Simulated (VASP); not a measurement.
A run of VASP 6.6.1:

File INCAR:

```
PREC = Accurate ; ENCUT = 520
EDIFF = 1E-6 ; ISMEAR = 1
SIGMA = 0.1 ; LREAL = F
LASPH = T ; NELM = 150
ALGO = Normal ; ISIF = 2
LWAVE = F ; LCHARG = F
ISPIN = 2 ; MAGMOM = 0.7
LORBIT = 11 ; LMAXMIX = 4
GGA = PE ; NBANDS = 15
AMIX = 0.2 ; BMIX = 1E-4
AMIX_MAG = 0.8 ; BMIX_MAG = 1E-4
ICORELEVEL = 1
```

The input KPOINTS:

```
Automatic mesh
0
Gamma
  18 18 26
```

File POSCAR:

```
Ni
1.0
    2.4864872600      0.0000000000      0.0000000000
   -1.2432436300      2.1533611300      0.0000000000
    1.2432436300      0.7177870400      2.0302083400
Ni
1
Direct
    0.0000000000      0.0000000000      0.0000000000
```

Potentials or basis: VASP PAW PBE potentials, release 64 (Ni).

Run with:

```sh
$ cat potpaw_PBE.64/Ni/POTCAR > POTCAR
$ mpirun -np 1 vasp_std > vasp.out
```

Hardware: 1 thread of Intel(R) Xeon(R) 6975P-C (Granite Rapids), with other jobs on the host.

**Question.** How long does it take, and how much memory?

**Answer.** Wall time 4 min on 1 thread of Intel(R) Xeon(R) 6975P-C (Granite Rapids), on a shared host, peak memory 0.56 GiB. Counts: scf iterations 13, k points 2071.
